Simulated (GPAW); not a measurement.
## MgO (honeycomb monolayer): dielectric function and energy loss

Wanted: optical spectrum and plasmon of MgO (honeycomb monolayer), with cost.

Program: GPAW 26.7.0. Level of theory: PBE and many-body steps on it, plane waves. Values are calculated unless marked as measured.

Report form: inputs, costs, results and the conclusion, without the logs.

## Step 1: The starting structure

The cell holds 2 atoms: 1 Mg and 1 O. Cell: a = 3.299 Å, b = 3.299 Å, c = 11.400 Å, α = 90.0°, β = 90.0°, γ = 120.0°. Vacuum lies along c.

Coordinates:

```cif
data_structure
_symmetry_space_group_name_H-M 'P 1'
_symmetry_Int_Tables_number 1
_cell_length_a 3.2992
_cell_length_b 3.2992
_cell_length_c 11.4000
_cell_angle_alpha 90.000
_cell_angle_beta 90.000
_cell_angle_gamma 120.000
_cell_volume 107.46
loop_
_atom_site_label
_atom_site_type_symbol
_atom_site_fract_x
_atom_site_fract_y
_atom_site_fract_z
_atom_site_occupancy
Mg1 Mg 0.33333 0.66667 0.50003 1
O2 O 0.66667 0.33333 0.49996 1
```

The structure was relaxed with PBE. The runs that relaxed it are not among those shown.

## Step 2: Empty states on the mesh, 21×21×1 mesh, 142 bands

This step: GPAW 26.7.0; DFT, PBE, plane waves, PAW.

The sums over transitions need many empty states on a uniform mesh; this step solves for them.

run.py

```python
import json
import numpy as np
from gpaw.mpi import world
from gpaw import GPAW

calc = GPAW('gs.gpw').fixed_density(kpts={'size': (21, 21, 1), 'gamma': True},
    nbands=165,
    convergence={'bands': 142},
    txt='nscf.txt')
calc.write('full.gpw', mode='all')
res = {}
kpts = calc.get_ibz_k_points()
res['kpts'] = kpts
res['eigenvalues'] = [calc.get_eigenvalues(kpt=k) for k in range(len(kpts))]
res['n_electrons'] = calc.get_number_of_electrons()

if world.rank == 0:
    with open('result.json', 'w') as f:
        json.dump(res, f, default=lambda x: x.tolist())
```

On the command line:

```console
> mpirun -n 4 gpaw python run.py
```

The job ended after 3.4 min (4 MPI ranks of Arm Neoverse V1, shared host; peak memory 1.3 GiB).

Numbers from this step:

* gap: 3.375 eV
* k of the valence top: 0.3333, 0.3333, 0
* k of the conduction bottom: 0, 0, 0
* least direct gap: 3.696 eV
* k points computed: 48
* lowest point of the top converged band, above the valence top: 67.4575 eV

On this mesh the gap is 3.375 eV.

## Step 3: RPA response

The response function is computed on a frequency grid, with local fields up to the given cutoff.

This step: linear response, RPA, on PBE, plane waves, PAW.

run.py

```python
import json
import numpy as np
from gpaw.mpi import world
from gpaw.response.df import DielectricFunction

df = DielectricFunction('full.gpw',
    ecut=50,
    nbands=142,
    eta=0.2,
    frequencies={'type': 'nonlinear', 'domega0': 0.05, 'omega2': 10.0},
    intraband=False,
    truncation='2D',
    txt='df.txt')
res = {'optical': {}, 'eels': []}
for d in 'x':
    y0, y = df.get_polarizability(direction=d, xc='RPA', filename=None)
    res['optical'][d] = [y0.real, y0.imag, y.real, y.imag]
res['w'] = df.get_frequencies()
for q_c in [[0.0476190476, 0, 0], [0.2380952381, 0, 0], [0.4761904762, 0, 0], [0.7619047619, 0, 0], [1.2380952381, 0, 0]]:
    res['eels'].append(df.get_eels_spectrum(q_c=q_c, xc='RPA', filename=None))

if world.rank == 0:
    with open('result.json', 'w') as f:
        json.dump(res, f, default=lambda x: x.tolist())
```

On the command line:

```console
> mpirun -n 4 gpaw python run.py
```

The job ended after 2.3 min (4 MPI ranks; peak memory 1.7 GiB).

This step gave:

- static polarisability of the sheet (Å): 0.4398
- the same without local fields: 0.4853

The static value is 0.44.

The Im polarisability of the sheet has structure finer than the step of the table below, so its rows give means over 1 eV. Peaks (eV: height): xx, no local fields 4.0: 0.401, 7.6: 0.826, 10.0: 0.696, 12.0: 0.499, 16.0: 0.346; xx, local fields 4.2: 0.398, 7.8: 0.714, 10.6: 0.586, 12.2: 0.434, 16.2: 0.296.

RPA, broadening 0.2 eV. The Im polarisability of the sheet by photon energy; means over each step:

```csv
photon energy (eV),"xx, no local fields (Å)","xx, local fields (Å)"
1,0.00443,0.00418
2,0.0121,0.0116
3,0.0518,0.0506
4,0.334,0.331
5,0.287,0.282
6,0.306,0.283
7,0.629,0.536
8,0.638,0.574
9,0.381,0.332
10,0.641,0.522
11,0.572,0.498
12,0.442,0.379
13,0.351,0.304
14,0.242,0.212
15,0.248,0.192
16,0.319,0.265
17,0.217,0.210
18,0.154,0.145
19,0.122,0.114
20,0.101,0.0938
21,0.0955,0.0826
22,0.0876,0.0781
23,0.0768,0.0672
24,0.0727,0.0578
25,0.0792,0.0566
26,0.0957,0.0636
27,0.116,0.0684
28,0.106,0.0858
29,0.0887,0.0928
30,0.0610,0.0825
31,0.0500,0.0619
32,0.0588,0.0646
33,0.0466,0.0623
34,0.0448,0.0543
35,0.0434,0.0576
36,0.0365,0.0532
37,0.0323,0.0484
38,0.0282,0.0430
39,0.0270,0.0377
```

## Step 4: RPA response, local-field cutoff (21×21×1 mesh, 142 bands, screening to 100 eV, broadening 0.2 eV)

run.py, as its differences from that of step 3:

```diff
@@ -6,3 +6,3 @@
 df = DielectricFunction('full.gpw',
-    ecut=50,
+    ecut=100,
     nbands=142,
@@ -18,3 +18,3 @@
 res['w'] = df.get_frequencies()
-for q_c in [[0.0476190476, 0, 0], [0.2380952381, 0, 0], [0.4761904762, 0, 0], [0.7619047619, 0, 0], [1.2380952381, 0, 0]]:
+for q_c in [[0.4761904762, 0, 0]]:
     res['eels'].append(df.get_eels_spectrum(q_c=q_c, xc='RPA', filename=None))
```

On the command line:

```console
> mpirun -n 4 gpaw python run.py
```

Run time: 59 s. Hardware: 4 MPI ranks; peak memory 4.5 GiB; 3.9 min of CPU time.

Read from the output:

```yaml
static_polarisability_of_the_sheet_a: 0.4334
the_same_without_local_fields: 0.4853
```

The static value is 0.43.

The Im polarisability of the sheet has structure finer than the step of the table below, so its rows give means over 1 eV. Peaks (eV: height): xx, no local fields 4.0: 0.401, 7.6: 0.826, 10.0: 0.696, 12.0: 0.499, 16.0: 0.346; xx, local fields 4.2: 0.374, 7.8: 0.713, 10.6: 0.589, 12.2: 0.439, 16.2: 0.296.

RPA, broadening 0.2 eV. Table of Im polarisability of the sheet by photon energy; means over each step:

```
photon energy (eV)  xx, no local fields (Å)  xx, local fields (Å)
                 1                  0.00443               0.00400
                 2                   0.0121                0.0110
                 3                   0.0518                0.0466
                 4                    0.334                 0.307
                 5                    0.287                 0.272
                 6                    0.306                 0.276
                 7                    0.629                 0.533
                 8                    0.638                 0.574
                 9                    0.381                 0.330
                10                    0.641                 0.525
                11                    0.572                 0.510
                12                    0.442                 0.384
                13                    0.351                 0.305
                14                    0.242                 0.213
                15                    0.248                 0.192
                16                    0.319                 0.265
                17                    0.217                 0.210
                18                    0.154                 0.146
                19                    0.122                 0.115
                20                    0.101                0.0942
                21                   0.0955                0.0828
                22                   0.0876                0.0781
                23                   0.0768                0.0674
                24                   0.0727                0.0585
                25                   0.0792                0.0583
                26                   0.0957                0.0648
                27                    0.116                0.0696
                28                    0.106                0.0863
                29                   0.0887                0.0933
                30                   0.0610                0.0828
                31                   0.0500                0.0623
                32                   0.0588                0.0652
                33                   0.0466                0.0624
                34                   0.0448                0.0535
                35                   0.0434                0.0563
                36                   0.0365                0.0516
                37                   0.0323                0.0472
                38                   0.0282                0.0422
                39                   0.0270                0.0371
```

## Step 5: RPA response, fewer bands (21×21×1 mesh, 13 bands, screening to 50 eV, broadening 0.2 eV)

run.py, as its differences from that of step 4:

```diff
@@ -6,4 +6,4 @@
 df = DielectricFunction('full.gpw',
-    ecut=100,
-    nbands=142,
+    ecut=50,
+    nbands=13,
     eta=0.2,
@@ -18,3 +18,3 @@
 res['w'] = df.get_frequencies()
-for q_c in [[0.4761904762, 0, 0]]:
+for q_c in []:
     res['eels'].append(df.get_eels_spectrum(q_c=q_c, xc='RPA', filename=None))
```

On the command line:

```console
> mpirun -n 4 gpaw python run.py
```

The job ended after 4.8 s (4 MPI ranks; peak memory 1.2 GiB).

Read from the output:

```
static polarisability of the sheet (Å) : 0.3473
the same without local fields          : 0.3563
```

## Step 6: RPA response, scissors (21×21×1 mesh, 142 bands, screening to 50 eV, broadening 0.2 eV)

run.py, as its differences from that of step 5:

```diff
@@ -7,3 +7,3 @@
     ecut=50,
-    nbands=13,
+    nbands=142,
     eta=0.2,
@@ -12,2 +12,3 @@
     truncation='2D',
+    eshift=1.5,
     txt='df.txt')
```

On the command line:

```console
> mpirun -n 4 gpaw python run.py
```

Wall time 15 s (4 MPI ranks); peak memory 1.5 GiB.

This step gave:

```yaml
static_polarisability_of_the_sheet_a: 0.3721
the_same_without_local_fields: 0.4098
```

The static value is 0.37.

## Step 7: RPA response, unknown integration mode (21×21×1 mesh, 142 bands, screening to 30 eV, broadening 0.2 eV)

run.py, as its differences from that of step 6:

```diff
@@ -6,3 +6,3 @@
 df = DielectricFunction('full.gpw',
-    ecut=50,
+    ecut=30,
     nbands=142,
@@ -12,3 +12,3 @@
     truncation='2D',
-    eshift=1.5,
+    integrationmode='gaussian',
     txt='df.txt')
```

On the command line:

```console
> mpirun -n 4 gpaw python run.py
```

Wall time 12 s (4 MPI ranks); peak memory 0.65 GiB; 7 s of CPU time.

The run stopped with an error after 12 s.

The program's words: ValueError: Integration mode "gaussian" not implemented.

The fault put into this input: unknown integration mode.

## Step 8: The runs together

Times are wall times on 4 MPI ranks of Arm Neoverse V1, shared host, good to a factor of about two.

```csv
run,static polarisability (Å),without local fields,loss peak (eV),time
RPA response,0.44,0.49,-,2.3 min
"RPA response, local-field cutoff (21×21×1 mesh, 142 bands, screening to 100 eV, broadening 0.2 eV)",0.43,0.49,-,59 s
"RPA response, fewer bands (21×21×1 mesh, 13 bands, screening to 50 eV, broadening 0.2 eV)",0.35,0.36,-,4.8 s
"RPA response, scissors (21×21×1 mesh, 142 bands, screening to 50 eV, broadening 0.2 eV)",0.37,0.41,-,15 s
```

## Step 9: Outcome

| Property | Result |
| --- | --- |
| RPA response | static polarisability (Å) 0.44 |
| RPA response, local-field cutoff (21×21×1 mesh, 142 bands, screening to 100 eV, broadening 0.2 eV) | static polarisability (Å) 0.43 |
| RPA response, fewer bands (21×21×1 mesh, 13 bands, screening to 50 eV, broadening 0.2 eV) | static polarisability (Å) 0.35 |
| RPA response, scissors (21×21×1 mesh, 142 bands, screening to 50 eV, broadening 0.2 eV) | static polarisability (Å) 0.37 |

In words: In the optical limit the electronic static polarisability (Å) is 0.44, against 0.49 without local fields. RPA response, local-field cutoff (21×21×1 mesh, 142 bands, screening to 100 eV, broadening 0.2 eV): static polarisability (Å) = 0.43. RPA response, fewer bands (21×21×1 mesh, 13 bands, screening to 50 eV, broadening 0.2 eV): static polarisability (Å) = 0.35. RPA response, scissors (21×21×1 mesh, 142 bands, screening to 50 eV, broadening 0.2 eV): static polarisability (Å) = 0.37. ε(0) converges slowly with a Γ-centred mesh, and this one is not shown settled. Unless a shift is named, the levels are those of the density functional, and only a kernel with a long-range part can bind an exciton.

[Long decimals in the printed logs are rounded to 6 places.]

[Logs are printed without paths, hosts, clocks, repeated set-up lines and the standing remarks that a program may print on its own settings, such as how far it seeks lower states.]

[Paths, hosts, dates, memory and timing lines, banners, echoed tables and standing remarks are left out of the program output; an Ansatz launch command may be rebuilt from the run's recorded settings. Measured values are a selection of at most five: reports struck by readers or far from the other reports are left out. None is set beside runs whose start may be inverted or whose files or cutoffs have a known fault.]

[Runs of the session that timed out or met a known fault of the program may be left out.]

[Hosts, paths, dates, database ids (printed as entryN), source tags and the programs' standing remarks are cut or masked in the printed files.]

[Where the starting crystal was built by hand or by swapping elements, it need not be the compound's stable phase.]
